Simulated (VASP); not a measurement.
# Ag (Fm-3m) in VASP: notebook, part 2 of 2

VASP 6.6.1.

## (3) Relaxation of cell and atoms, PBE

This run uses another cell than the first one, of 17.94 Å³/atom, 1.053 times its volume.

INCAR

```
  ALGO = Normal
  EDIFF = 1E-7
  EDIFFG = -0.005
  ENCUT = 300
  GGA = PE
  IBRION = 2
  ISIF = 3
  ISMEAR = 1
  LASPH = T
  LCHARG = F
  LREAL = F
  LWAVE = F
  NELM = 80
  NSW = 90
  PREC = Accurate
  SIGMA = 0.1
```

KPOINTS

```
k-points
0
Gamma
  8 8 8
```

POSCAR

```
Ag                                      
1.0
    0.0000000000      2.0779456170      2.0779456170
    2.0779456170     -0.0000000000      2.0779456170
    2.0779456170      2.0779456170     -0.0000000000
  Ag            
     1
Direct
     0.0000000000000000    0.0000000000000000    0.0000000000000000
```

Potentials or basis: VASP PAW PBE potentials, release 64 (Ag).

Command:

```bash
$ cat potpaw_PBE.64/Ag/POTCAR > POTCAR
$ mpirun -np 1 vasp_std > vasp.out
```

OUTCAR:

```text
EDIFF = 1E-7
   EDIFFG = -0.005
   ENCUT = 300
   GGA = PE
   IBRION = 2
   ISIF = 3
   ISMEAR = 1
   LASPH = T
   LREAL = F
   NELM = 80
   NSW = 90
   PREC = Accurate

 ion  position               nearest neighbor table
   1  0.000  0.000  0.000-

  LATTYP: Found a face centered cubic cell.
 ALAT       =     4.1558912340

  Lattice vectors:

 A1 = (   0.0000000000,   2.0779456170,   2.0779456170)
 A2 = (   2.0779456170,   0.0000000000,   2.0779456170)
 A3 = (   2.0779456170,   2.0779456170,   0.0000000000)

Analysis of symmetry for initial positions (statically):
=====================================================================
 Subroutine PRICEL returns:
 Original cell was already a primitive cell.

 Routine SETGRP: Setting up the symmetry group for a
 face centered cubic supercell.

 Subroutine GETGRP returns: Found 48 space group operations
 (whereof 48 operations were pure point group operations)
 out of a pool of 48 trial point group operations.

The static configuration has the point symmetry O_h .

[... 211 lines left out ...]
 fundamental gap:      0.4718141557
 Fermi energy:         7.5394102005

 k-point     1 :       0.0000    0.0000    0.0000
  band No.  band energies     occupation
      1       0.3558      2.00000
      2       3.1600      2.00000
      3       3.1600      2.00000
      4       3.1600      2.00000
      5       4.1102      2.00000
      6       4.1102      2.00000
      7      23.6955      0.00000
      8      26.9824      0.00000
      9      26.9824      0.00000
[... 265 lines left out ...]
 k-point    24 :      -0.3750    0.2500    0.1250
  band No.  band energies     occupation
      1       2.3065      2.00000
      2       2.7528      2.00000
      3       3.5761      2.00000
      4       3.7169      2.00000
      5       4.7735      2.00000
      6      10.0262      0.00000
      7      11.4967      0.00000
      8      19.7727      0.00000
      9      20.0327      0.00000

 [... further k-points ...]

------------------------ aborting loop because EDIFF is reached ----------------------------------------

  FORCE on cell =-STRESS in cart. coord.  units (eV):
  Direction    XX          YY          ZZ          XY          YZ          ZX
  --------------------------------------------------------------------------------------
  -------------------------------------------------------------------------------------
  Total        0.0041776      0.0041776      0.0041776      0.0000000      0.0000000     -0.0000000
  in kB        0.3740498      0.3740498      0.3740498      0.0000000      0.0000000     -0.0000000
  external PRESSURE =       0.3740498 kB  Pullay stress =       0.0000000 kB

 VOLUME and BASIS-vectors are now :
 -----------------------------------------------------------------------------
  energy-cutoff  :      300.00
  volume of cell :       17.89
      direct lattice vectors                 reciprocal lattice vectors
     0.000000000  2.075993847  2.075993847    -0.240848498  0.240848498  0.240848498
     2.075993847  0.000000000  2.075993847     0.240848498 -0.240848498  0.240848498
     2.075993847  2.075993847  0.000000000     0.240848498  0.240848498 -0.240848498

 POSITION                                       TOTAL-FORCE (eV/Angst)
 -----------------------------------------------------------------------------------
      2.07599      4.15199      2.07599         0.000000      0.000000     -0.000000
 -----------------------------------------------------------------------------------
    total drift:                                0.000000      0.000000      0.000000

  FREE ENERGIE OF THE ION-ELECTRON SYSTEM (eV)
  ---------------------------------------------------
  free  energy   TOTEN  =        -2.6984537131 eV

  energy  without entropy=       -2.6973655134  energy(sigma->0) =       -2.69809098

 reached required accuracy - stopping structural energy minimisation
```

OSZICAR:

```text
N       E                     dE             d eps       ncg     rms          rms(c)
DAV:   1     0.235864491386E+02    0.23586E+02   -0.41748E+03   618   0.682E+02
DAV:   2    -0.275063785689E+01   -0.26337E+02   -0.24832E+02   536   0.147E+02
DAV:   3    -0.292915631505E+01   -0.17852E+00   -0.17850E+00   605   0.137E+01
DAV:   4    -0.292956759611E+01   -0.41128E-03   -0.41128E-03   578   0.625E-01
DAV:   5    -0.292957081424E+01   -0.32181E-05   -0.32185E-05   619   0.507E-02    0.461E+00
DAV:   6    -0.270789405539E+01    0.22168E+00   -0.10852E+00   528   0.111E+01    0.312E+00
DAV:   7    -0.270102118813E+01    0.68729E-02   -0.70695E-03   553   0.860E-01    0.178E+00
DAV:   8    -0.269841863502E+01    0.26026E-02   -0.50855E-04   550   0.209E-01    0.690E-02
DAV:   9    -0.269842449107E+01   -0.58561E-05   -0.66651E-06   600   0.240E-02    0.184E-02
DAV:  10    -0.269843145465E+01   -0.69636E-05   -0.29763E-06   570   0.188E-02    0.869E-03
DAV:  11    -0.269843098343E+01    0.47122E-06   -0.46136E-08   381   0.231E-03    0.613E-04
DAV:  12    -0.269843095818E+01    0.25252E-07   -0.38497E-09   266   0.596E-04
   1 F= -.26984310E+01 E0= -.26980766E+01  d E =-.269843E+01
       N       E                     dE             d eps       ncg     rms          rms(c)
DAV:   1    -0.269976018101E+01   -0.13292E-02   -0.22982E-02   528   0.184E+00    0.242E-01
DAV:   2    -0.269847350744E+01    0.12867E-02   -0.61298E-03   535   0.831E-01    0.735E-02
DAV:   3    -0.269845694948E+01    0.16558E-04   -0.26077E-05   534   0.455E-02    0.477E-02
DAV:   4    -0.269845372901E+01    0.32205E-05   -0.95146E-06   551   0.257E-02    0.240E-03
DAV:   5    -0.269845371307E+01    0.15944E-07   -0.88023E-08   427   0.307E-03
   2 F= -.26984537E+01 E0= -.26980910E+01  d E =-.227549E-04
```

Wall time 3.6 s (1 thread of Intel Xeon Platinum 8375C at 2.90GHz (Ice Lake), shared host); peak memory 0.11 GiB.

What came out:

- Free energy: -2.6985 eV
- Relaxed volume: 17.89 Å³/atom
- Relaxed cell: a = 2.936 Å, b = 2.936 Å, c = 2.936 Å, α = 60.00°, β = 60.00°, γ = 60.00°
- Space group after relaxing (to 0.05 Å): Fm-3m (No. 225)
- Energy gained by relaxing: 0.0 meV/atom
- Ionic steps: 2
- Pressure after relaxing: 0.0 GPa
- Band gap on the k mesh: none (metal or under the smearing width)

Final structure:
```xyz
1
Lattice="0.0000 2.0760 2.0760 2.0760 0.0000 2.0760 2.0760 2.0760 0.0000" Properties=species:S:1:pos:R:3 pbc="T T T"
Ag    2.0760    4.1520    2.0760
```

Levels at points of the mesh, in eV from the Fermi level:
| k point | band 2 | band 3 | band 4 | band 5 | band 6 | band 7 | band 8 | band 9 |
| --- | --- | --- | --- | --- | --- | --- | --- | --- |
| (0.00, 0.00, 0.00) | -4.38 | -4.38 | -4.38 | -3.43 | -3.43 | 16.16 | 19.44 | 19.44 |
| (0.50, 0.00, 0.00) | -4.40 | -4.40 | -2.70 | -2.70 | -0.03 | 3.59 | 15.38 | 17.61 |
| (0.50, 0.50, 0.00) | -5.76 | -2.73 | -2.51 | -2.51 | 1.89 | 6.61 | 10.66 | 10.66 |

Caveat: the cutoff is under 1.25 times the usual one of these potentials, so pressure, stress and relaxed cells hold a basis-set (Pulay) error.

## (4) Relaxation of cell and atoms, PBE+D3(BJ)

INCAR

```
PREC = Accurate
ENCUT = 600
EDIFF = 1E-6
ISMEAR = 1
SIGMA = 0.1
LREAL = F
LASPH = T
NELM = 80
ALGO = Normal
ISIF = 3
LWAVE = F
LCHARG = F
GGA = PE
IVDW = 12
IBRION = 2
NSW = 90
EDIFFG = -0.01
```

KPOINTS

```
Automatic mesh
0
Gamma
  16 16 16
```

POSCAR

```
Ag
1.0
    0.0000000000      2.0427500000      2.0427500000
    2.0427500000      0.0000000000      2.0427500000
    2.0427500000      2.0427500000      0.0000000000
Ag
1
Direct
    0.0000000000      0.0000000000      0.0000000000
```

Command:

```bash
$ cat potpaw_PBE.64/Ag/POTCAR > POTCAR
$ mpirun -np 1 vasp_std > vasp.out
```

Run time: 17 s. Hardware: 1 thread of Intel Xeon Platinum 8488C (Sapphire Rapids), shared host; peak memory 0.17 GiB.

Results (log left out):

| Item | Value |
| --- | --- |
| Free energy | -3.2976 eV |
| Relaxed volume | 16.87 Å³/atom |
| Relaxed cell | a = 2.879 Å, b = 2.879 Å, c = 2.879 Å, α = 60.00°, β = 60.00°, γ = 60.00° |
| Space group after relaxing (to 0.05 Å) | Fm-3m (No. 225) |
| Energy gained by relaxing | 0.7 meV/atom |
| Ionic steps | 3 |
| Pressure after relaxing | 0.0 GPa |
| Band gap on the k mesh | none (metal or under the smearing width) |
| Dispersion energy per atom | -0.596 eV |

Step by step:
| step | energy change (eV) | largest force (eV/Å) | pressure (GPa) | volume (Å³) |
| --- | --- | --- | --- | --- |
| 1 | 0.0000 | 0.0000 | -1.18 | 17.05 |
| 2 | -0.0004 | 0.0000 | 0.71 | 16.74 |
| 3 | -0.0007 | 0.0000 | 0.01 | 16.87 |

Final structure:
```xyz
1
Lattice="0.0000 2.0354 2.0354 2.0354 0.0000 2.0354 2.0354 2.0354 0.0000" Properties=species:S:1:pos:R:3 pbc="T T T"
Ag    0.0000    0.0000    0.0000
```

Levels at points of the mesh, in eV from the Fermi level:
```csv
k point,band 2,band 3,band 4,band 5,band 6,band 7,band 8,band 9
"(0.00, 0.00, 0.00)",-4.80,-4.80,-4.80,-3.75,-3.75,16.09,19.74,19.74
"(0.50, 0.00, 0.00)",-4.83,-4.83,-2.94,-2.94,-0.39,3.71,15.33,18.03
"(0.50, 0.50, 0.00)",-6.33,-2.97,-2.73,-2.73,1.64,6.87,10.77,10.77
```

Caveat: pairwise dispersion overbinds metals, which lowers pressure and volume.

## (5) Relaxation of cell and atoms, PBE+D3(BJ)

This run uses another cell than the first one, of 16.87 Å³/atom, 0.989 times its volume.

INCAR: that of step 4 with these lines changed.

```diff
@@ -2,3 +2,3 @@
 ENCUT = 600
-EDIFF = 1E-6
+EDIFF = 1E-7
 ISMEAR = 1
@@ -16,2 +16,2 @@
 NSW = 90
-EDIFFG = -0.01
+EDIFFG = -0.005
```

KPOINTS is that of step 4.

POSCAR

```
Ag                                      
1.0
   -0.0000000000      2.0354251235      2.0354251235
    2.0354251235      0.0000000000      2.0354251235
    2.0354251235      2.0354251235     -0.0000000000
  Ag            
     1
Direct
     0.0000000000000000    0.0000000000000000    0.0000000000000000
```

Command:

```bash
$ cat potpaw_PBE.64/Ag/POTCAR > POTCAR
$ mpirun -np 1 vasp_std > vasp.out
```

Wall time 10 s (1 thread of Intel Xeon Platinum 8488C (Sapphire Rapids), shared host); peak memory 0.16 GiB.

The run converged. Its results:

```
Free energy                : -3.2975 eV
Pressure after relaxing    : 0.0 GPa
Band gap on the k mesh     : none (metal or under the smearing width)
Dispersion energy per atom : -0.596 eV
```

Final structure:
```xyz
1
Lattice="0.0000 2.0354 2.0354 2.0354 0.0000 2.0354 2.0354 2.0354 0.0000" Properties=species:S:1:pos:R:3 pbc="T T T"
Ag    0.0000    0.0000    0.0000
```

Levels at points of the mesh, in eV from the Fermi level:
| k point | band 3 | band 4 | band 5 | band 6 | band 7 | band 8 | band 9 |
| --- | --- | --- | --- | --- | --- | --- | --- |
| (0.00, 0.00, 0.00) | -4.80 | -4.80 | -3.75 | -3.75 | 16.09 | 19.74 | 19.74 |
| (0.50, 0.00, 0.00) | -4.83 | -2.94 | -2.94 | -0.39 | 3.71 | 15.33 | 18.03 |
| (0.50, 0.50, 0.00) | -2.97 | -2.73 | -2.73 | 1.64 | 6.87 | 10.77 | 10.77 |

Caveat: the relaxation stopped at its first step, so nothing moved; pairwise dispersion overbinds metals, which lowers pressure and volume.
